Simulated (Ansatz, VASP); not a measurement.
# BP: VASP beside Ansatz

```
CELL_PARAMETERS angstrom
0.00000 2.22188 2.22188
2.22188 0.00000 2.22188
2.22188 2.22188 0.00000
ATOMIC_POSITIONS crystal
B 0.00000 0.00000 0.00000
P 0.25000 0.25000 0.25000
```

Alike in both runs: functional r2SCAN; k mesh 10 × 10 × 10; occupations fermi-dirac, width 0.02 eV; no spin polarisation.

Ansatz relaxed the structure, and its values are those at the end. VASP's run is a single point on that final structure, the one shown.

```csv
,VASP,Ansatz
version,VASP 6.6.1,Ansatz 0.2.0
potentials or method,"VASP PAW PBE potentials, release 64 (B, P)",PAW plane waves
plane-wave cutoff (eV),520,500
valence electrons in the cell,8,8
```

VASP gave:

```
gap on the k mesh at the Fermi level (eV) : 1.36
pressure (GPa)                            : 11.2
```

Estimate Ansatz's values.

gap on the k mesh at the Fermi level (eV): 1.33; pressure (GPa): 11.8.

With one functional, cell and mesh, what is left measures potentials, basis and numerics. Ansatz warned: «stress_scf_threshold_loose».

Caveats: the PAW data sets were made with another functional, which shifts forces and pressure a little (VASP). A k mesh can miss the band edges. r2SCAN opens gaps a little over a GGA but as a rule still falls short of measured ones.
